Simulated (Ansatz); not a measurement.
**InAs: how the settings move a single-point run**

Question: which choices in the input matter for InAs? The cell is built on a prototype (rocksalt) and needn't be the phase found in nature.

Computed with Ansatz 0.2.0 (reference: DFT, PBE, plane waves, PAW, unless a step's input says otherwise).

2 further runs of the same task are left out: 1 for a known fault of the program, 1 that didn't finish.

### 1 The starting structure

The structure is cubic, space group Fm-3m (No. 225). The conventional cell has a = 5.683 Å, b = 5.683 Å, c = 5.683 Å, α = 90.00°, β = 90.00°, γ = 90.00°. In (site symmetry m-3m) is surrounded by 6 As at 2.84 Å. Around As (site symmetry m-3m) lie 6 In at 2.84 Å.

As a file:

```
CELL_PARAMETERS angstrom
0.00000 2.84143 2.84143
2.84143 0.00000 2.84143
2.84143 2.84143 0.00000
ATOMIC_POSITIONS crystal
In 0.00000 0.00000 0.00000
As 0.50000 0.50000 0.50000
```

### 2 The reference run

The input, input.yaml:

```yaml
crystal:
  lattice:
    - [0.0, 2.8414337288, 2.8414337288]
    - [2.8414337288, 0.0, 2.8414337288]
    - [2.8414337288, 2.8414337288, 0.0]
  atoms:
    - { symbol: In, position: [0.0, 0.0, 0.0] }
    - { symbol: As, position: [0.5, 0.5, 0.5] }
kpoints:
  mp_grid: { grid: [6, 6, 6] }
hamiltonian:
  xc: pbe
scf:
  occupations: { method: fermi_dirac, width: 0.02 }
  n_extra_bands: 4
output:
  forces: true
  stress: true
  eigenvalues: true
```

Run with:

```console
ansatz run input.yaml --threads 4 --pin off --max-ram 3686MiB --backend cpu --events-out ev --progress --plain --runs-dir out
```

### 3 Variant: mp_grid.grid [5, 5, 5]

Edit input.yaml of step 2 so:

```diff
@@ -9,3 +9,3 @@
 kpoints:
-  mp_grid: { grid: [6, 6, 6] }
+  mp_grid: { grid: [5, 5, 5] }
 hamiltonian:
```

What does the calculation give? Wanted: for each run, ending; energy change; pressure; gap; force.

**Answer**, as computed:

```csv
run,ending,energy change,pressure (GPa),gap (eV),force (eV/Å),cycles,time
reference,converged,0,2.5,0.00,0.00,6,0.81 s
"1: mp_grid.grid [5, 5, 5]",converged,+24.2 meV/atom,2.6,0.00,0.00,6,0.7 s
```

Residual by cycle in the longest SCF loop of each run; runs are numbered as in the table. The quantity is the density residual dr2, in eV.

```csv
cycle,reference,run 1
1,0.00569,7.4e-4
2,3.6e-4,1.3e-4
3,3.5e-5,1.2e-5
4,3.7e-6,7.3e-7
5,3.3e-7,5.0e-7
6,5.6e-9,6.5e-8
```

**Reading.** Changing the k-point mesh moves the energy by +24.2 meV/atom. The energy is not variational in the mesh, so the sign tells nothing. Semilocal functionals close small gaps, so the missing gap need not be the real solid's.
